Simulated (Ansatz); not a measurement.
The system is HfO2.

```
CELL_PARAMETERS angstrom
5.55640 0.00000 0.00000
0.00000 3.33360 0.00000
0.00000 0.00000 6.50500
ATOMIC_POSITIONS crystal
Hf 0.74868 0.75000 0.60787
Hf 0.25132 0.25000 0.39213
Hf 0.24868 0.75000 0.89213
Hf 0.75132 0.25000 0.10787
O 0.63950 0.25000 0.42340
O 0.36050 0.75000 0.57660
O 0.13950 0.25000 0.07660
O 0.86050 0.75000 0.92340
O 0.52079 0.25000 0.84145
O 0.47921 0.75000 0.15855
O 0.02079 0.25000 0.65855
O 0.97921 0.75000 0.34145
```

Measurements of this composition are mostly on another form, of space group No. 14.

```yaml
Program: Ansatz 0.2.0
Task: relaxation of cell and atoms
Functional: RPBE
Dispersion: D3(BJ)
Potentials_or_basis: Ansatz PAW
Cutoff: "420 eV (not typed: the program's choice for these potentials)"
k_mesh: 5 × 8 × 4
Occupations: fermi-dirac, width 0.05 eV
Spin: no spin polarisation
```

At the start: volume 10.04 Å³/atom.

Question: How do energy, volume and symmetry change on relaxing?

Answer: It ends after 11 steps and the volume is 9.34 Å³/atom (-7.0 %); space group Pnma (No. 62, to 0.05 Å).

Step by step:
| step | energy change (eV) | largest force (eV/Å) | volume (Å³) |
| --- | --- | --- | --- |
| 1 | 0.0000 | 0.1891 | 120.49 |
| 2 | -0.4040 | 0.7384 | 109.70 |
| 3 | -0.5483 | 0.1962 | 112.60 |
| 4 | -0.5587 | 0.1769 | 112.21 |
| 5 | -0.5683 | 0.0259 | 112.24 |
| 6 | -0.5684 | 0.0055 | 112.25 |
| 7 | -0.5684 | 0.0002 | 112.25 |
| 8 | -0.5389 | 0.0020 | 112.25 |
| 9 | -0.5404 | 0.0052 | 112.03 |
| 10 | -0.5402 | 0.0004 | 112.06 |
| 11 | -0.5395 | 0.0004 | 112.06 |

Final structure:
```cif
data_structure
_symmetry_space_group_name_H-M 'P 1'
_symmetry_Int_Tables_number 1
_cell_length_a 5.4483
_cell_length_b 3.2407
_cell_length_c 6.3470
_cell_angle_alpha 90.000
_cell_angle_beta 90.000
_cell_angle_gamma 90.000
_cell_volume 112.06
loop_
_atom_site_label
_atom_site_type_symbol
_atom_site_fract_x
_atom_site_fract_y
_atom_site_fract_z
_atom_site_occupancy
Hf1 Hf 0.74568 0.75000 0.61427 1
Hf2 Hf 0.25432 0.25000 0.38573 1
Hf3 Hf 0.24568 0.75000 0.88573 1
Hf4 Hf 0.75432 0.25000 0.11427 1
O1 O 0.64208 0.25000 0.42758 1
O2 O 0.35792 0.75000 0.57242 1
O3 O 0.14208 0.25000 0.07242 1
O4 O 0.85792 0.75000 0.92758 1
O5 O 0.52689 0.25000 0.83475 1
O6 O 0.47311 0.75000 0.16525 1
O7 O 0.02689 0.25000 0.66525 1
O8 O 0.97311 0.75000 0.33475 1
```

Caveat: the plane-wave basis is chosen anew once the cell has moved, so the energies of steps on either side of that aren't comparable; the pressure holds a Pulay correction of +0.9 GPa for the finite cutoff; the PAW data sets come from PBE, with cores solved anew for the run's functional, which leaves a small shift of forces and pressure.
